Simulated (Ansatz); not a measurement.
How far is PAW off for BAs?

```
CELL_PARAMETERS angstrom
0.00000 2.38850 2.43627
2.38850 0.00000 2.43627
2.38850 2.38850 0.00000
ATOMIC_POSITIONS crystal
B 0.00000 0.00000 0.00000
As 0.75000 0.75000 0.75000
```

Atoms are numbered in the order listed.

The geometry is COD entry 9008833, unchecked; take it as a test cell. The listed cell was then made from it by scaling, straining or moving an atom.

Levels of theory: DFT, LDA, PAW with Ansatz's default frozen-core files, scalar-relativistic (Ansatz 0.2.0); DFT, LDA, all-electron PAW with datasets made for the crystal, scalar-relativistic (Ansatz 0.2.0); DFT, LDA, all-electron LAPW, scalar-relativistic (Ansatz 0.2.0).

For PAW: a Γ-centred 15×15×15 k mesh, Fermi–Dirac smearing of 0.03 eV, cutoff 420 eV, no spin polarisation; the PAW files were made with PBE, and the program remakes their frozen cores for this functional. The crystal-made all-electron datasets (AE datasets) take a cutoff of 240 eV at this cell. LAPW targets a basis error of 0.25 meV/atom. The Ansatz runs share mesh, smearing and spin set-up. Plane-wave (PAW) pressures include the program's estimate of the Pulay term.

Stress and pressure are positive in compression.

```tsv
quantity	PAW	AE datasets	LAPW
pressure (GPa)	-6.41	-6.41	-6.41
stress xx (GPa)	-5.02	-5.02	-5.02
stress zz (GPa)	-9.19	-9.19	-9.19
band gap (eV)	0.999	1.001	1.001
field gradient Vzz at As2 (10²¹ V/m²)	0.25	0.26	–
```

PAW's pressure differs from the LAPW value by about 0.01 GPa or less.
